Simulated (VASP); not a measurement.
GaAs, 2 atoms in the cell. Symmetry: F-43m, No. 216, cubic system. The conventional cell has a = 5.663 Å, b = 5.663 Å, c = 5.663 Å, α = 90.00°, β = 90.00°, γ = 90.00°. Ga (site symmetry -43m) is surrounded by 4 As at 2.45 Å. Around As (site symmetry -43m) lie 4 Ga at 2.45 Å. 

```yaml
Program: VASP 6.6.1
Task: optical spectrum
Functional: PBE
Potentials_or_basis: VASP PAW PBE potentials, release 64 (Ga_d, As)
Cutoff: 520 eV
k_mesh: 10 × 10 × 10
Occupations: gaussian, width 0.03 eV
Spin: no spin polarisation
Further_INCAR_settings: ALGO = Normal; EDIFF = 1e-06; NBANDS = 57
```

Potentials or basis: VASP PAW PBE potentials, release 64 (Ga_d, As).

Launch:

```sh
$ cat potpaw_PBE.64/Ga_d/POTCAR potpaw_PBE.64/As/POTCAR > POTCAR
$ mpirun -np 1 vasp_std > vasp.out
```

Hardware: 1 thread of Intel(R) Xeon(R) Platinum 8488C (Sapphire Rapids), on a shared host.

Problem. How long does it take, and how much memory?

Solution. Wall time 88 s on 1 thread of Intel(R) Xeon(R) Platinum 8488C (Sapphire Rapids), on a shared host, peak memory 0.26 GiB. Counts: scf iterations 12, k points 47.
